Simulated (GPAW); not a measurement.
# BaS (Fm-3m) in GPAW: a series of runs, part 2 of 2

GPAW 26.7.0. Earlier steps stand in the parts before.

## Step 3: Band structure, TPSS, spin-orbit coupling, no magnetisation

File run.py:

```python
import numpy as np
from ase.dft.bandgap import bandgap
from ase.io import read, write
from ase.units import GPa
from gpaw import GPAW, PW
from gpaw.spinorbit import soc_eigenstates

atoms = read('BaS.cif')

calc = GPAW(mode=PW(600),
            xc='MGGA_X_TPSS+MGGA_C_TPSS',
            kpts={'size': (7, 7, 7), 'gamma': True},
            occupations={'name': 'fermi-dirac', 'width': 0.05},
            nbands=16,
            convergence={'density': 1e-05, 'energy': 1e-05},
            eigensolver='davidson',
            maxiter=150,
            txt='gpaw.txt')
atoms.calc = calc
energy = atoms.get_potential_energy()
forces = atoms.get_forces()
stress = atoms.get_stress()
calc.write('gs.gpw')
write('result.traj', atoms)
print(f'Energy: {energy:.6f} eV')
print('Forces (eV/A):')
print(forces.round(4))
print('Stress (GPa):', (stress / GPa).round(3))
print('Fermi level:', round(calc.get_fermi_level(), 4), 'eV')
print(f'Gap: {bandgap(calc)[0]:.4f} eV, direct: {bandgap(calc, direct=True)[0]:.4f} eV')

path = atoms.cell.bandpath('GXWKGLUWLK,UX', npoints=80, eps=1e-4)
bs_calc = calc.fixed_density(kpts=path, symmetry='off', nbands=29,
                             convergence={'bands': 'CBM+6.0', 'eigenstates': 1e-6}, txt='bands.txt')
bs = bs_calc.band_structure()
bs.write('bs.json')
print(f'Gap on the path: {bandgap(bs_calc)[0]:.4f} eV')

soc = soc_eigenstates(bs_calc, theta=0, phi=0, ignore_xc_potential=True)
np.savetxt('soc_bands.dat', soc.eigenvalues(), fmt='%.4f')
mesh = soc_eigenstates('gs.gpw', theta=0, phi=0, ignore_xc_potential=True)
np.savetxt('soc_mesh.dat', mesh.eigenvalues(), fmt='%.4f')
print('Fermi level with spin-orbit coupling:', round(mesh.fermi_level, 4), 'eV')
```

File BaS.cif:

```cif
data_BaS
_cell_length_a 4.51664456
_cell_length_b 4.51664456
_cell_length_c 4.51664456
_cell_angle_alpha 60.00000000
_cell_angle_beta 60.00000000
_cell_angle_gamma 60.00000000
_space_group_name_H-M_alt 'P1'
_space_group_name_Hall 'P 1'
_space_group_IT_number 1
loop_
_space_group_symop_operation_xyz
'x,y,z'
loop_
_atom_site_label
_atom_site_type_symbol
_atom_site_symmetry_multiplicity
_atom_site_Wyckoff_symbol
_atom_site_fract_x
_atom_site_fract_y
_atom_site_fract_z
_atom_site_occupancy
Ba1 Ba 1 a 0.0000000000 0.0000000000 0.0000000000 1
S1 S 1 a 0.5000000000 0.5000000000 0.5000000000 1
```

Potentials or basis: GPAW PAW data sets (gpaw-data 1.2.1), pw.

On the command line:

```
$ OMP_NUM_THREADS=1 python run.py
```

gpaw.txt:

```text
__  _  _
 | _ |_)|_||  |
 |__||  | ||/\| - 26.7.0

Input parameters:
  mode=PW(ecut=600.0),
  convergence={'density': 1e-05, 'energy': 1e-05},
  eigensolver=Davidson(niter=2),
  kpts=MonkhorstPack(size=(7, 7, 7), gamma=True),
  maxiter=150,
  nbands=16,
  occupations=Occupations(name='fermi-dirac', width=0.05),
  xc=XC(name='MGGA_X_TPSS+MGGA_C_TPSS')

Diagonalizing LCAO Hamiltonian
Converting LCAO to pw mode

                    S

       Ba

Atoms  # Å, Bohr magnetons
|   | symbol |        x |        y |        z |    initial magnetic moments |
|---|--------|----------|----------|----------|-----------------------------|
| 0 |     Ba | 0.000000 | 0.000000 | 0.000000 | ( 0.0000,  0.0000,  0.0000) |
| 1 |      S | 4.516645 | 2.607686 | 1.843912 | ( 0.0000,  0.0000,  0.0000) |

Unit cell  # Å
| periodic |        x |        y |        z |  lengths |    angles |
|----------|----------|----------|----------|----------|-----------|
|      yes | 4.516645 | 0.000000 | 0.000000 | 4.516645 | 60.000000 |
|      yes | 2.258322 | 3.911529 | 0.000000 | 4.516645 | 60.000000 |
|      yes | 2.258322 | 1.303843 | 3.687825 | 4.516645 | 60.000000 |

Number of symmetries: 48
Symmetry operations  # r_c * U_cc + t_c -> r_c
|    | kind |            matrix            |
|----|------|------------------------------|
|  0 |  σ   |  1, 0, 0,  1, 0,-1,  1,-1, 0 |
|  1 |  C2  |  1, 0, 0,  1,-1, 0,  1, 0,-1 |
|  2 |  E   |  1, 0, 0,  0, 1, 0,  0, 0, 1 |
|  3 |  σ   |  1, 0, 0,  0, 0, 1,  0, 1, 0 |
|  4 |  C4  |  1, 0,-1,  1, 0, 0,  1,-1, 0 |
|  5 |  S6  |  1, 0,-1,  1,-1, 0,  1, 0, 0 |
|  6 |  σ   |  1, 0,-1,  0, 1,-1,  0, 0,-1 |
|  7 |  C3  |  1, 0,-1,  0, 0,-1,  0, 1,-1 |
|  8 |  S6  |  1,-1, 0,  1, 0, 0,  1, 0,-1 |
|  9 |  C4  |  1,-1, 0,  1, 0,-1,  1, 0, 0 |
| 10 |  C3  |  1,-1, 0,  0,-1, 1,  0,-1, 0 |
| 11 |  σ   |  1,-1, 0,  0,-1, 0,  0,-1, 1 |
| 12 |  σ   |  0, 1, 0,  1, 0, 0,  0, 0, 1 |
| 13 |  C4  |  0, 1, 0,  0, 1,-1, -1, 1, 0 |
| 14 |  C3  |  0, 1, 0,  0, 0, 1,  1, 0, 0 |
| 15 |  S6  |  0, 1, 0, -1, 1, 0,  0, 1,-1 |
| 16 |  C2  |  0, 1,-1,  1, 0,-1,  0, 0,-1 |
| 17 |  σ   |  0, 1,-1,  0, 1, 0, -1, 1, 0 |
| 18 |  S4  |  0, 1,-1,  0, 0,-1,  1, 0,-1 |
| 19 |  C4  |  0, 1,-1, -1, 1, 0,  0, 1, 0 |
| 20 |  C3  |  0, 0, 1,  1, 0, 0,  0, 1, 0 |
| 21 |  σ   |  0, 0, 1,  0, 1, 0,  1, 0, 0 |
| 22 |  S6  |  0, 0, 1,  0,-1, 1, -1, 0, 1 |
| 23 |  C4  |  0, 0, 1, -1, 0, 1,  0,-1, 1 |
| 24 |  S4  |  0, 0,-1,  1, 0,-1,  0, 1,-1 |
| 25 |  C3  |  0, 0,-1,  0, 1,-1,  1, 0,-1 |
| 26 |  C2  |  0, 0,-1,  0,-1, 0, -1, 0, 0 |
| 27 |  S6  |  0, 0,-1, -1, 0, 0,  0,-1, 0 |
| 28 |  S4  |  0,-1, 1,  1,-1, 0,  0,-1, 0 |
| 29 |  C4  |  0,-1, 1,  0, 0, 1, -1, 0, 1 |
| 30 |  C2  |  0,-1, 1,  0,-1, 0,  1,-1, 0 |
| 31 |  σ   |  0,-1, 1, -1, 0, 1,  0, 0, 1 |
| 32 |  C3  |  0,-1, 0,  1,-1, 0,  0,-1, 1 |
| 33 |  S6  |  0,-1, 0,  0, 0,-1, -1, 0, 0 |
| 34 |  S4  |  0,-1, 0,  0,-1, 1,  1,-1, 0 |
| 35 |  C2  |  0,-1, 0, -1, 0, 0,  0, 0,-1 |
| 36 |  C2  | -1, 1, 0,  0, 1, 0,  0, 1,-1 |
| 37 |  S6  | -1, 1, 0,  0, 1,-1,  0, 1, 0 |
| 38 |  S4  | -1, 1, 0, -1, 0, 1, -1, 0, 0 |
| 39 |  C3  | -1, 1, 0, -1, 0, 0, -1, 0, 1 |
| 40 |  S6  | -1, 0, 1,  0, 0, 1,  0,-1, 1 |
| 41 |  C2  | -1, 0, 1,  0,-1, 1,  0, 0, 1 |
| 42 |  C3  | -1, 0, 1, -1, 1, 0, -1, 0, 0 |
| 43 |  S4  | -1, 0, 1, -1, 0, 0, -1, 1, 0 |
| 44 |  C2  | -1, 0, 0,  0, 0,-1,  0,-1, 0 |
| 45 |  i   | -1, 0, 0,  0,-1, 0,  0, 0,-1 |
| 46 |  σ   | -1, 0, 0, -1, 1, 0, -1, 0, 1 |
| 47 |  C2  | -1, 0, 0, -1, 0, 1, -1, 1, 0 |

BZ-sampling:
  Number of BZ points: 343
  Number of IBZ points: 20

  Monkhorst-Pack size: [7, 7, 7]
  Monkhorst-Pack shift: [0, 0, 0]

K-points  # in reciprocal-cell coordinates
|     |                                coordinates |     weight |
|-----|--------------------------------------------|------------|
|   0 | (  0.00000000,   0.00000000,   0.00000000) | 0.00291545 |
|   1 | (  0.14285714,   0.14285714,   0.00000000) | 0.01749271 |
|   2 | (  0.14285714,   0.14285714,   0.14285714) | 0.02332362 |
|   3 | (  0.28571429,   0.14285714,   0.14285714) | 0.03498542 |
|   4 | (  0.28571429,   0.28571429,   0.00000000) | 0.01749271 |
|   5 | (  0.28571429,   0.28571429,   0.14285714) | 0.06997085 |
|   6 | (  0.28571429,   0.28571429,   0.28571429) | 0.02332362 |
|   7 | (  0.42857143,  -0.28571429,  -0.28571429) | 0.03498542 |
|   8 | (  0.42857143,   0.28571429,  -0.42857143) | 0.13994169 |
|   9 | (  0.42857143,   0.28571429,  -0.28571429) | 0.06997085 |
| ... |                                            |            |
|  19 | (  0.42857143,   0.42857143,   0.42857143) | 0.02332362 |

Plane wave coefficients: 2186
Cutoff: 600.0 eV

Spin-components: 1 (collinear spins)
Bands:           16
Projectors:      11
Spin-degeneracy: 2
Datatype:        complex128

Parallelization:
  kpt:    1
  domain: 1
  band:   1

Density:
  Valence electrons: 16.0
  Components: 1
  Grid points: [27 27 27]
  Charge: 0.0  # |e|

Potential:
  Grid points: [27 27 27]

species:
  Ba:
    name:    Barium
    Z:       56.0
    valence: 10
    core:    46
    charge:  0.0  # [|e|]
    compensation charges:
      type: gauss
      rc: 0.37  # [Å]
      lmax: 2
    cutoffs:
      filter: 2.06  # [Å]
      core: 2.33  # [Å]
    projectors
    | kind |    occ | energy [eV] | rcut [Å] |
    |------|--------|-------------|----------|
    |   5s |  2.000 |     -33.644 |    1.164 |
    |   6s |  2.000 |      -3.229 |    1.164 |
    |   5p |  6.000 |     -18.744 |    1.164 |
    |    p |        |       0.000 |    1.164 |
    |    d |        |       0.000 |    1.164 |
    |    d |        |      27.211 |    1.164 |

    Using partial waves for Ba as LCAO basis

  S:
    name:    Sulfur
    Z:       16.0
    valence: 6
    core:    10
    charge:  0.0  # [|e|]
    compensation charges:
      type: gauss
      rc: 0.24  # [Å]
      lmax: 2
    cutoffs:
      filter: 1.77  # [Å]
      core: 1.66  # [Å]
    projectors
    | kind |    occ | energy [eV] | rcut [Å] |
    |------|--------|-------------|----------|
    |   3s |  2.000 |     -17.254 |    0.974 |
    |   3p |  4.000 |      -7.008 |    0.979 |
    |    s |        |       9.957 |    0.974 |
    |    p |        |      20.203 |    0.979 |
    |    d |        |       0.000 |    0.900 |

    Using partial waves for S as LCAO basis

Reference energy: -232135.462409  # eV

eigensolver:
  Davidson
  Converge bands: occupied
  niter=2

density mixing:
  MSR1-Mixer
  Pratt-step length: 0.05
  Maximum mixing coefficient: 0.75
  Old densities: 10
  SVD Regularization: 0.005
  Good broyden scale: 1.0
  Trust region scale: 1.0
  Backstep threshold: 4.0
  History deletion threshold: 6.0
  Fourier metric: weight=20.0, sigma=0.015

occupation numbers:
  Fermi-Dirac:
    width: 0.0500  # eV

poisson solver:
  ecut: 4800.0  # eV

xc functional:
  name: MGGA_X_TPSS+MGGA_C_TPSS with 2 nearest neighbor stencil

convergence criteria:
- Maximum integral of absolute [dens]ity change: 1e-05 electrons / valence electron
- Maximum [total energy] change in last 3 cyles: 1e-05 eV / valence electron
- Maximum integral of absolute [eigenst]ate change: 4e-08 eV^2 / valence electron
maximum number of iterations: 150

SCF iterations
|iter     | |      energy | eigst |  dens |
|---------|-|-------------|-------|-------|
|iter:   1| |-2767923.437022 |+10.46 |       |
|iter:   2| |  -17.652834 | +1.77 | +0.15 |
|iter:   3| |  -19.912417 | -0.50 | -0.80 |
|iter:   4| |  -19.264027 | -1.56 | -0.82 |
|iter:   5| |  -19.240884 | -1.98 | -1.02 |
|iter:   6| |  -19.278141 | -3.42 | -1.22 |
|iter:   7| |  -19.348543 | -3.02 | -1.28 |
|iter:   8| |  -19.393022 | -3.27 | -1.56 |
|iter:   9| |  -19.398524 | -4.67 | -1.88 |
|iter:  10| |  -19.409934 | -4.01 | -1.95 |
|iter:  11| |  -19.410303 | -5.59 | -2.10 |
|iter:  12| |  -19.414120 | -3.83 | -2.11 |
|iter:  13| |  -19.415710 | -3.71 | -2.52 |
|iter:  14| |  -19.415747 | -5.49 | -3.41 |
|iter:  15| |  -19.415757c| -6.11 | -3.77 |
|iter:  16| |  -19.415757c| -7.75c| -4.43 |
|iter:  17| |  -19.415757c| -8.54c| -4.90 |
|iter:  18| |  -19.415757c| -9.67c| -5.41c|

Converged in 18 steps
Energy contributions relative to reference atoms: (reference = -232135.462409)

Energy contributions:
  Kinetic:           1.500122
  Coulomb:          -0.099107
  Zero:             -0.373697
  External:          0.000000
  Xc:              -20.443075
  Entropy:          -0.000000
  Spinorbit:         0.000000
  ----------------------------
  Free energy:     -19.415757
  Extrapolated:    -19.415757

dipole moment: (-54.558173, -31.499176, -22.273281)  # |e|*Ang

Fermi level: 5.702
Eigenvalues  # (at kpt = [0.000, 0.000, 0.000])
| band index |      eig [eV] | occ [0-2] |
|------------|---------------|-----------|
|          0 |       -21.446 |     2.000 |
|          1 |        -6.439 |     2.000 |
|          2 |        -6.439 |     2.000 |
|          3 |        -6.439 |     2.000 |
|          4 |        -5.836 |     2.000 |
|          5 |         4.747 |     2.000 |
[... 8 lines left out ...]
|         14 |        13.349 |     0.000 |
|         15 |        19.771 |     0.000 |

Gap: 2.275 eV
Transition (v -> c):
  (s=0, k=0, n=7, [0.00, 0.00, 0.00]) -> (s=0, k=16, n=8, [0.43, 0.43, 0.00])
Direct/indirect transitions are different
Direct gap: 2.418 eV
Transition at: (s=0, k=16, n=7, [0.43, 0.43, 0.00])

Forces  # eV/Ang
|        x |        y |        z |
|----------|----------|----------|
| -0.00000 | -0.00000 |  0.00000 |  # Ba   0
| -0.00000 | -0.00000 | -0.00000 |  # S    1

Stress tensor  # eV/Ang^3
|         x |         y |         z |
|-----------|-----------|-----------|
| -0.006769 |  0.000000 | -0.000000 |
|  0.000000 | -0.006769 | -0.000000 |
|  0.000000 | -0.000000 | -0.006769 |

# Writing to gs.gpw (mode='')
```

Run time: 3.3 min. Hardware: 1 thread of Intel Xeon Platinum 8488C (Sapphire Rapids), shared host; peak memory 0.47 GiB.

Results:

* Free energy: -19.4158 eV
* Pressure: 1.1 GPa
* Band gap on the k mesh: 2.22 eV, indirect (least direct gap 2.33 eV)
* Band gap along the path: 2.16 eV, indirect (least direct gap 2.25 eV)

Levels at the corners of the path, in eV from the valence-band top:
```tsv
point	band 12	band 13	band 14	band 15	band 16	band 17	band 18	band 19	band 20	band 21
Γ	-0.14	0.00	0.00	0.00	0.00	3.74	3.74	3.98	3.98	3.98
X	-0.60	-0.24	-0.24	-0.09	-0.09	2.16	2.16	6.18	6.18	6.29
W	-1.15	-0.61	-0.61	-0.45	-0.45	4.35	4.35	4.38	4.38	6.54
K	-1.00	-0.65	-0.65	-0.56	-0.56	3.36	3.36	6.06	6.06	6.82
Γ	-0.14	0.00	0.00	0.00	0.00	3.74	3.74	3.98	3.98	3.98
L	-1.97	-1.13	-1.13	-1.10	-1.10	5.66	5.66	5.68	5.69	6.46
U	-1.00	-0.65	-0.65	-0.56	-0.56	3.36	3.36	6.06	6.06	6.82
W	-1.15	-0.61	-0.61	-0.45	-0.45	4.35	4.35	4.38	4.38	6.54
L	-1.97	-1.13	-1.13	-1.10	-1.10	5.66	5.66	5.68	5.69	6.46
K	-1.00	-0.65	-0.65	-0.56	-0.56	3.36	3.36	6.06	6.06	6.82
U	-1.00	-0.65	-0.65	-0.56	-0.56	3.36	3.36	6.06	6.06	6.82
X	-0.60	-0.24	-0.24	-0.09	-0.09	2.16	2.16	6.18	6.18	6.29
```

Caveat: spin-orbit coupling was added after a scalar SCF, so levels and gaps hold it while energy, forces, pressure and moments don't; this program's spin-orbit splittings come out too wide for heavy elements; the PAW data sets were made with another functional, which shifts forces and pressure a little.

## Step 4: Against experiment

Step 2. Measured gap of BaS: 3.806 eV (indirect; 2 K; a printed reference work, monograph, original work of 1988). This calculation gives 1.98 eV (-1.83 eV). The value is that of C09-vdW, without temperature or zero-point motion.

Step 3. Against the measured gap of BaS, 3.806 eV (indirect; 2 K; a printed reference work, monograph, original work of 1988), the calculated 2.16 eV is off by -1.64 eV. The value is that of TPSS, without temperature or zero-point motion.
